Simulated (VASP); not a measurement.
A run of VASP 6.6.1 is set up as follows.

Contents of INCAR:

```
SYSTEM = KBr
ALGO = Normal ; EDIFF = 1E-7
EDIFFG = -0.005 ; ENCUT = 600
GGA = PS ; IBRION = 2
ISIF = 3 ; ISMEAR = 0
LASPH = .True. ; LCHARG = .False.
LREAL = .False. ; LWAVE = .False.
NELM = 80 ; NSW = 90
PREC = Accurate ; SIGMA = 0.03
```

KPOINTS

```
k-points
0
Gamma
  8 8 8
  0 0 0
```

Contents of POSCAR:

```
KBr                                     
1.0
    0.0000000000      3.2798924877      3.2798924877
    3.2798924877      0.0000000000      3.2798924877
    3.2798924877      3.2798924877     -0.0000000000
  K               Br            
     1     1
Direct
     0.0000000000000000    0.0000000000000000    0.0000000000000000
     0.5000000000000000    0.5000000000000000    0.5000000000000000
```

Potentials or basis: VASP PAW PBE potentials, release 64 (K_sv, Br).

Command:

```bash
$ cat potpaw_PBE.64/K_sv/POTCAR potpaw_PBE.64/Br/POTCAR > POTCAR
$ mpirun -np 1 vasp_std > vasp.out
```

**Question.** Estimate the band gap on the k mesh.

**Answer.** 4.32 eV, direct.

Final structure:
```yaml
crystal:
  lattice:
    - [0.00000, 3.27989, 3.27989]
    - [3.27989, 0.00000, 3.27989]
    - [3.27989, 3.27989, 0.00000]
  atoms:
    - { symbol: K, position: [0.00000, 0.00000, 0.00000] }
    - { symbol: Br, position: [0.50000, 0.50000, 0.50000] }
```

Caveat: the relaxation stopped at its first step, so nothing moved. As with any semilocal functional, this PBEsol gap is likely too small.
